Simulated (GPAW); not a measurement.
AlN:

```
Al N
1.0
     3.11300    0.00000    0.00000
    -1.55650    2.69594    0.00000
     0.00000    0.00000    4.98100
Al N
2 2
Direct
  0.66667 0.33333 0.50000
  0.33333 0.66667 0.00000
  0.66667 0.33333 0.88000
  0.33333 0.66667 0.38000
```

Base run:

* Program: GPAW 26.7.0
* Functional: TPSS
* Potentials or basis: GPAW PAW data sets (gpaw-data 1.2.1)
* Cutoff: 800 eV
* Basis: pw
* k mesh: 7 × 7 × 4
* Occupations: fermi-dirac, width 0.05 eV
* Spin: no spin polarisation

Its results: band gap on the k mesh 4.19 eV, direct; largest force 0.131 eV/Å.

Task: The run is repeated on the same cell with these changes: functional from TPSS to BEEF-vdW. What comes out?

Result: Band gap on the k mesh 4.42 eV, direct; largest force 0.133 eV/Å.

Caveats: the PAW data sets were made with another functional, which shifts forces and pressure a little.

Not every run made on this cell is shown here.
